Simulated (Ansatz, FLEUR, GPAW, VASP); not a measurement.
# One calculation of Ba, 4 ways

```xyz
2
Lattice="3.9100 0.0000 0.0000 -1.9550 3.6500 0.0000 0.0000 0.0000 20.7000" Properties=species:S:1:pos:R:3 pbc="T T T"
Ba    0.0000    0.0000    7.5000
Ba    0.0000    0.0000   13.2000
```

Alike in all runs: task single point; functional PBE; k mesh 8 × 8 × 1; occupations fermi-dirac, width 0.05 eV; no spin polarisation; no spin-orbit coupling.

```csv
program and potentials,plane-wave cutoff (eV),notes,band gap (eV),largest force (eV/Å)
"Ansatz, all-electron LAPW, scalar-relativistic",-,-,no gap,0.192
"FLEUR, all-electron, FLAPW",-,-,no gap,0.241
"VASP, PBE PAW files Ba_sv, 520 eV",520,-,?,?
"GPAW, GPAW PAW data sets (gpaw-data 1.2.1)",450,-,no gap,0.192
```

Problem. Estimate from the other rows what the run with VASP, PBE PAW files Ba_sv, 520 eV gave.

Solution. No band gap; largest force 0.193 eV/Å. The other rows, which needn't bracket it: largest force 0.192 to 0.241.
